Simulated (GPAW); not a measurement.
# Ga (I4/mmm) in GPAW: reference runs

Aim: a first look at Ga with PBEsol, on the cell as given and on a disturbed one.

All numbers are computed with GPAW 26.7.0; they aren't measurements. Logs are shortened: lines on timing, memory, paths and dates and some standing lists are left out, and cuts for length are marked. The log counts tension as positive stress, the text compression.

## Step 1: Starting point

The structure is tetragonal, space group I4/mmm (No. 139). The conventional cell has a = 2.769 Å, b = 2.769 Å, c = 4.622 Å, α = 90.00°, β = 90.00°, γ = 90.00°. Around Ga (site symmetry 4/mmm) lie 12 Ga at 2.77 to 3.03 Å.

This isn't the form of Ga at room conditions, which is orthorhombic.

## Step 2: Single point, PBEsol

The input, run.py:

```python
from ase import Atoms
from ase.dft.bandgap import bandgap
from ase.io import write
from ase.units import GPa
from gpaw import GPAW, PW, setup_paths

setup_paths.insert(0, '.')

atoms = Atoms(['Ga'],
              cell=[[-1.3843987196, 1.3843987196, 2.3112238365],
                    [1.3843987196, -1.3843987196, 2.3112238365],
                    [1.3843987196, 1.3843987196, -2.3112238365]],
              scaled_positions=[[0.0, 0.0, 0.0]],
              pbc=True)

calc = GPAW(mode=PW(600),
            xc='PBEsol',
            kpts={'size': (13, 13, 13), 'gamma': True},
            occupations={'name': 'fermi-dirac', 'width': 0.05},
            nbands=7,
            convergence={'density': 1e-05, 'energy': 1e-05},
            maxiter=150,
            txt='gpaw.txt')
atoms.calc = calc
energy = atoms.get_potential_energy()
forces = atoms.get_forces()
stress = atoms.get_stress()
calc.write('gs.gpw')
write('result.traj', atoms)
print(f'Energy: {energy:.6f} eV')
print('Forces (eV/A):')
print(forces.round(4))
print('Stress (GPa):', (stress / GPa).round(3))
print('Fermi level:', round(calc.get_fermi_level(), 4), 'eV')
print(f'Gap: {bandgap(calc)[0]:.4f} eV, direct: {bandgap(calc, direct=True)[0]:.4f} eV')
```

Potentials or basis: PAW data sets generated in the run's folder for this functional, pw.

Started as:

```bash
> gpaw-setup -f PBEsol Ga
> OMP_NUM_THREADS=1 python run.py
```

gpaw.txt:

```text
__  _  _
 | _ |_)|_||  |
 |__||  | ||/\| - 26.7.0

Input parameters:
  mode=PW(ecut=600.0),
  convergence={'density': 1e-05, 'energy': 1e-05},
  kpts=MonkhorstPack(size=(13, 13, 13), gamma=True),
  maxiter=150,
  nbands=7,
  occupations=Occupations(name='fermi-dirac', width=0.05),
  xc=XC(name='PBEsol')

Diagonalizing LCAO Hamiltonian
Converting LCAO to pw mode

       Ga

Atoms  # Å, Bohr magnetons
|   | symbol |        x |        y |        z |    initial magnetic moments |
|---|--------|----------|----------|----------|-----------------------------|
| 0 |     Ga | 0.000000 | 0.000000 | 0.000000 | ( 0.0000,  0.0000,  0.0000) |

Unit cell  # Å
| periodic |         x |         y |         z |  lengths |     angles |
|----------|-----------|-----------|-----------|----------|------------|
|      yes | -1.384399 |  1.384399 |  2.311224 | 3.029006 | 125.606528 |
|      yes |  1.384399 | -1.384399 |  2.311224 | 3.029006 | 125.606528 |
|      yes |  1.384399 |  1.384399 | -2.311224 | 3.029006 |  80.535805 |

Number of symmetries: 16
Symmetry operations  # r_c * U_cc + t_c -> r_c
|    | kind |            matrix            |
|----|------|------------------------------|
|  0 |  σ   |  1, 1, 1,  0, 0,-1,  0,-1, 0 |
|  1 |  C4  |  1, 1, 1,  0, 0,-1, -1, 0, 0 |
|  2 |  E   |  1, 0, 0,  0, 1, 0,  0, 0, 1 |
|  3 |  σ   |  1, 0, 0,  0, 1, 0, -1,-1,-1 |
|  4 |  σ   |  0, 1, 0,  1, 0, 0,  0, 0, 1 |
|  5 |  C2  |  0, 1, 0,  1, 0, 0, -1,-1,-1 |
|  6 |  C2  |  0, 0, 1, -1,-1,-1,  1, 0, 0 |
|  7 |  S4  |  0, 0, 1, -1,-1,-1,  0, 1, 0 |
|  8 |  C4  |  0, 0,-1,  1, 1, 1,  0,-1, 0 |
|  9 |  σ   |  0, 0,-1,  1, 1, 1, -1, 0, 0 |
| 10 |  σ   |  0,-1, 0, -1, 0, 0,  1, 1, 1 |
| 11 |  C2  |  0,-1, 0, -1, 0, 0,  0, 0,-1 |
| 12 |  C2  | -1, 0, 0,  0,-1, 0,  1, 1, 1 |
| 13 |  i   | -1, 0, 0,  0,-1, 0,  0, 0,-1 |
| 14 |  S4  | -1,-1,-1,  0, 0, 1,  1, 0, 0 |
| 15 |  C2  | -1,-1,-1,  0, 0, 1,  0, 1, 0 |

BZ-sampling:
  Number of BZ points: 2197
  Number of IBZ points: 196

  Monkhorst-Pack size: [13, 13, 13]
  Monkhorst-Pack shift: [0, 0, 0]

K-points  # in reciprocal-cell coordinates
|     |                                coordinates |     weight |
|-----|--------------------------------------------|------------|
|   0 | (  0.00000000,   0.00000000,   0.00000000) | 0.00045517 |
|   1 | (  0.07692308,  -0.07692308,   0.00000000) | 0.00182066 |
|   2 | (  0.07692308,  -0.07692308,   0.07692308) | 0.00182066 |
|   3 | (  0.07692308,   0.00000000,   0.00000000) | 0.00364133 |
|   4 | (  0.07692308,   0.07692308,  -0.07692308) | 0.00091033 |
|   5 | (  0.15384615,  -0.15384615,   0.00000000) | 0.00182066 |
|   6 | (  0.15384615,  -0.15384615,   0.07692308) | 0.00364133 |
|   7 | (  0.15384615,  -0.15384615,   0.15384615) | 0.00182066 |
|   8 | (  0.15384615,  -0.07692308,   0.00000000) | 0.00728266 |
|   9 | (  0.15384615,  -0.07692308,   0.07692308) | 0.00364133 |
| ... |                                            |            |
| 195 | (  0.46153846,   0.46153846,   0.46153846) | 0.00364133 |

Plane wave coefficients: 622
Cutoff: 600.0 eV

Spin-components: 1 (collinear spins)
Bands:           7
Projectors:      5
Spin-degeneracy: 2
Datatype:        complex128

Parallelization:
  kpt:    1
  domain: 1
  band:   1

Density:
  Valence electrons: 3.0
  Components: 1
  Grid points: [18 18 18]
  Charge: 0.0  # |e|

Potential:
  Grid points: [18 18 18]

species:
  Ga:
    name:    Gallium
    Z:       31.0
    valence: 3
    core:    28
    charge:  0.0  # [|e|]
    compensation charges:
      type: gauss
      rc: 0.37  # [Å]
      lmax: 2
    cutoffs:
      filter: 2.06  # [Å]
      core: 4.17  # [Å]
    projectors
    | kind |    occ | energy [eV] | rcut [Å] |
    |------|--------|-------------|----------|
    |   4s |  2.000 |      -8.959 |    1.164 |
    |   4p |  1.000 |      -2.572 |    1.164 |
    |    s |        |      18.252 |    1.164 |
    |    p |        |      24.640 |    1.164 |
    |    d |        |       0.000 |    1.164 |

    Using partial waves for Ga as LCAO basis

Reference energy: -52844.435394  # eV

eigensolver:
  PPCG
  Converge bands: occupied
  niter=2

density mixing:
  MSR1-Mixer
  Pratt-step length: 0.05
  Maximum mixing coefficient: 0.75
  Old densities: 10
  SVD Regularization: 0.005
  Good broyden scale: 1.0
  Trust region scale: 1.0
  Backstep threshold: 4.0
  History deletion threshold: 6.0
  Fourier metric: weight=20.0, sigma=0.015

occupation numbers:
  Fermi-Dirac:
    width: 0.0500  # eV

poisson solver:
  ecut: 4800.0  # eV

xc functional:
  name: PBEsol with 2 nearest neighbor stencil

convergence criteria:
- Maximum integral of absolute [dens]ity change: 1e-05 electrons / valence electron
- Maximum [total energy] change in last 3 cyles: 1e-05 eV / valence electron
- Maximum integral of absolute [eigenst]ate change: 4e-08 eV^2 / valence electron
maximum number of iterations: 150

SCF iterations
|iter     | |      energy | eigst |  dens |
|---------|-|-------------|-------|-------|
|iter:   1| |   -3.353909 | -0.94 |       |
|iter:   2| |   -3.352765 | -3.47 | -1.05 |
|iter:   3| |   -3.342537 | -3.60 | -1.07 |
|iter:   4| |   -3.341744 | -4.33 | -1.63 |
|iter:   5| |   -3.341741 | -5.88 | -2.91 |
|iter:   6| |   -3.341741c| -6.68 | -3.36 |
|iter:   7| |   -3.341741c| -8.17c| -4.60 |
|iter:   8| |   -3.341741c| -9.17c| -5.07c|

Converged in 8 steps
Energy contributions relative to reference atoms: (reference = -52844.435394)

Energy contributions:
  Kinetic:           9.762701
  Coulomb:          -7.743636
  Zero:              0.004803
  External:          0.000000
  Xc:               -5.364229
  Entropy:          -0.002760
  Spinorbit:         0.000000
  ----------------------------
  Free energy:      -3.343121
  Extrapolated:     -3.341741

dipole moment: (-3.567545, -3.567545, -5.955940)  # |e|*Ang

Fermi level: 6.630
Eigenvalues  # (at kpt = [0.000, 0.000, 0.000])
| band index |      eig [eV] | occ [0-2] |
|------------|---------------|-----------|
|          0 |        -4.844 |     2.000 |
|          1 |        19.415 |     0.000 |
|          2 |        19.753 |     0.000 |
|          3 |        19.753 |     0.000 |
|          4 |        21.558 |     0.000 |
|          5 |        22.576 |     0.000 |
|          6 |        22.576 |     0.000 |

No gap
No difference between direct/indirect transitions

Forces  # eV/Ang
|       x |       y |        z |
|---------|---------|----------|
| 0.00000 | 0.00000 | -0.00000 |  # Ga   0

Stress tensor  # eV/Ang^3
|         x |         y |        z |
|-----------|-----------|----------|
| -0.001677 |  0.000000 | 0.000000 |
|  0.000000 | -0.001677 | 0.000000 |
|  0.000000 |  0.000000 | 0.002039 |

# Writing to gs.gpw (mode='')
```

Run time: 21 s. Hardware: 1 thread of Arm Neoverse V1, shared host; peak memory 0.15 GiB.

What came out:

```
Free energy            : -3.3431 eV
Pressure               : 0.1 GPa
Band gap on the k mesh : none (metal or under the smearing width)
```

Levels at points of the mesh, in eV from the Fermi level:
```tsv
k point	band 1	band 2	band 3	band 4
(0.00, 0.00, 0.00)	-11.47	12.78	13.12	13.12
```

## Step 3: Single point, PBEsol (cell strained at random at fixed volume)

Changes to run.py since step 2:

```diff
@@ -9,6 +9,6 @@
 atoms = Atoms(['Ga'],
-              cell=[[-1.3843987196, 1.3843987196, 2.3112238365],
-                    [1.3843987196, -1.3843987196, 2.3112238365],
-                    [1.3843987196, 1.3843987196, -2.3112238365]],
-              scaled_positions=[[0.0, 0.0, 0.0]],
+              cell=[[-1.345743, 1.367481, 2.279744],
+                    [1.385322, -1.38141, 2.311795],
+                    [1.384263, 1.41993, -2.288088]],
+              scaled_positions=[[0.000172, 0.011881, 0.011873]],
               pbc=True)
```

Potentials or basis: PAW data sets generated in the run's folder for this functional, pw.

Started as:

```bash
> gpaw-setup -f PBEsol Ga
> OMP_NUM_THREADS=1 python run.py
```

It took 1.7 min on 1 thread of Arm Neoverse V1, shared host; peak memory 0.31 GiB.

It converged, with:

| Quantity | Value |
| --- | --- |
| Free energy | -3.3430 eV |
| Pressure | 0.2 GPa |
| Band gap on the k mesh | none (metal or under the smearing width) |

Stress tensor (GPa, compression positive):
```
 0.56  0.07 -0.07
 0.07  0.38 -0.11
-0.07 -0.11 -0.29
```

Levels at points of the mesh, in eV from the Fermi level:
| k point | band 1 | band 2 | band 3 | band 4 |
| --- | --- | --- | --- | --- |
| (0.00, 0.00, 0.00) | -11.47 | 12.75 | 13.03 | 13.30 |
